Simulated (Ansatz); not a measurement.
C: start and end of a relaxation

A trial structure of C was built thus: 3-, 4-connected net of one element (P3_221, No. 154). Its size is a rough estimate.

POSCAR.start

```
C
1.0
     4.05825    0.00000    0.00000
    -2.02912    3.51455    0.00000
     0.00000    0.00000    3.46919
C
9
Direct
  0.76400 0.28765 0.59769
  0.71235 0.47635 0.26436
  0.52365 0.23600 0.93102
  0.28765 0.76400 0.40231
  0.47635 0.71235 0.73564
  0.23600 0.52365 0.06898
  0.87097 0.00000 0.66667
  0.00000 0.87097 0.33333
  0.12903 0.12903 0.00000
```

Level of theory: Ansatz, DFT PBE, scalar-relativistic, plane waves, PAW. Cutoff 420 eV, Gaussian smearing, Γ-centred meshes. Cell and atoms relax first on a coarse mesh and then on a finer one. In between, the cell is made exact in the group found at 0.06 Å. In metals the finer mesh still leaves noise of several meV/atom or more. The steps can't lower the symmetry of their start. No spin polarisation in the relaxation; trial moments died out in a coarse test.

POSCAR.end

```
C
1.0
     4.28992    0.00000    0.00000
    -2.14496    3.71518    0.00000
     0.00000    0.00000    3.62670
C
9
Direct
  0.72236 0.25477 0.55232
  0.74523 0.46758 0.21899
  0.53242 0.27764 0.88566
  0.25477 0.72236 0.44768
  0.46758 0.74523 0.78101
  0.27764 0.53242 0.11434
  0.85590 0.00000 0.66667
  0.00000 0.85590 0.33333
  0.14410 0.14410 0.00000
```

The symmetry stays P3_221 (No. 154). The volume per atom grows by 16.8 %, from 5.5 to 6.4 Å³. The shortest distance goes from 1.45 Å (C–C) to 1.49 Å (C–C). The energy falls by about 0.34 eV/atom (the start's value is from the coarse mesh).

For C, the volume per atom is 6.42 Å³. The density is 3.11 g/cm³. The energy over the standard state is +1.27 eV/atom and the gap on the 12×12×10 mesh of the 9-atom cell is 0 eV (a metal).

Energies count from the standard state of C at the same level. So it is a metastable form at best.

The last run used Gaussian smearing of 0.10 eV. The reference form of C is held partly by dispersion forces, which this level lacks. A later test with randomly moved atoms led to a structure 510 meV/atom lower, so this end is a saddle point or a shallow minimum. In all, the 3 runs took 3.5 min on 1 thread of Arm Neoverse V1, with other jobs on the host.
